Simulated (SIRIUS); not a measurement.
BN under changes of volume

One of the cells (9.145 Å³/atom); the others are scaled copies at fixed shape and fractional positions:

```
CELL_PARAMETERS angstrom
1.25112 0.72234 3.37293
-1.25112 0.72234 3.37293
0.00000 -1.44467 3.37293
ATOMIC_POSITIONS crystal
N 0.66724 0.66724 0.66724
B 0.00033 0.00033 0.00033
```

The cell is a database's computed one.

- Program: SIRIUS 7.12.0
- Functional: LDA
- Potentials or basis: all-electron FP-LAPW
- Cutoff: 427 eV
- Basis: apw+lo standard
- k mesh: 12 × 12 × 12
- Occupations: fermi-dirac, width 0.05 eV
- Spin: no spin polarisation

```csv
volume (Å³/atom),energy over the lowest point (meV/atom),gap on the mesh (eV)
8.596,?,?
8.779,3.88,4.15
8.962,0.00,4.12
9.145,1.96,4.10
9.328,9.26,4.08
9.510,21.42,4.05
9.693,37.99,4.03
```

What does the run at 8.596 Å³/atom give?

Energy over the lowest point 14.19 meV/atom; gap on the mesh 4.17 eV.

Worked out: A Birch-Murnaghan fit of order 3 (a polynomial in V^(-2/3)) to the other rows has its minimum at 8.99 Å³/atom with B0 = V·E''(V) = 249 GPa and B' = 3.6 at fixed shape and positions, which overstates the stiffness. It gives 14.23 meV/atom at 8.596 Å³/atom, against the run's 14.19. A straight line through the other rows of the gap, of slope -1.2 eV per unit of ln V, extrapolates to 4.17 eV, against the run's 4.17.

Energies are extrapolated to zero smearing.

A mesh can miss the band edges.
